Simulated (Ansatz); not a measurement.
**CuCl2 in Ansatz: convergence with ecutrho ratio**

Input of the first run (ecutrho ratio 4); the others differ in this setting and in those tied to it:

Contents of input.yaml:

```yaml
crystal:
  lattice:
    - [4.520648, 0.0, 0.0]
    - [0.0, 4.520648, 0.0]
    - [0.0, 0.0, 4.317712]
  atoms:
    - { symbol: Cu, position: [0.0, 0.0, 0.0] }
    - { symbol: Cl, position: [0.0, 0.5, 0.0] }
    - { symbol: Cl, position: [0.5, 0.0, 0.0] }
hamiltonian:
  xc: hse06
  pseudopotentials: { kind: paw }
kpoints:
  mp_grid: { grid: [3, 3, 3] }
scf:
  occupations: { method: gaussian, width: 0.1 }
output:
  forces: true
  stress: true
  eigenvalues: true
basis:
  ecutrho_ratio: 4
```

Potentials or basis: Ansatz PAW.

Run with:

```console
$ ansatz run input.yaml --threads 2 --pin off --max-ram 5632MiB --backend cpu --events-out ev --progress --plain --runs-dir out
```

Measurements of this composition are mostly on another form, of space group No. 12.

Hardware: 2 threads of Intel(R) Xeon(R) Platinum 8488C (Sapphire Rapids), with other jobs on the host.

```csv
ecutrho ratio,"energy less the tightest run, at zero smearing (meV/atom)",SCF cycles,CPU time (s),peak memory (GiB)
4,0.00,24,16,0.82
5,0.00,23,17,0.82
6,0.00,23,17,0.83
8,0.00,23,18,0.84
10,0.00,23,18,0.86
12,0.00,23,19,0.89
```

Against the tightest run, the energy stays within 1 meV/atom from 4 on. The tightest run that finished is the yardstick and may itself not be fully converged.

Caveat, for the tightest run too: the k mesh is coarse (spacing up to 0.49 Å⁻¹), so the values aren't converged, least of all with exact exchange; an odd number of electrons without spin polarisation forces a metal; a magnetic or distorted state may lie lower; the run has no spin polarisation, though such a crystal can be magnetic.
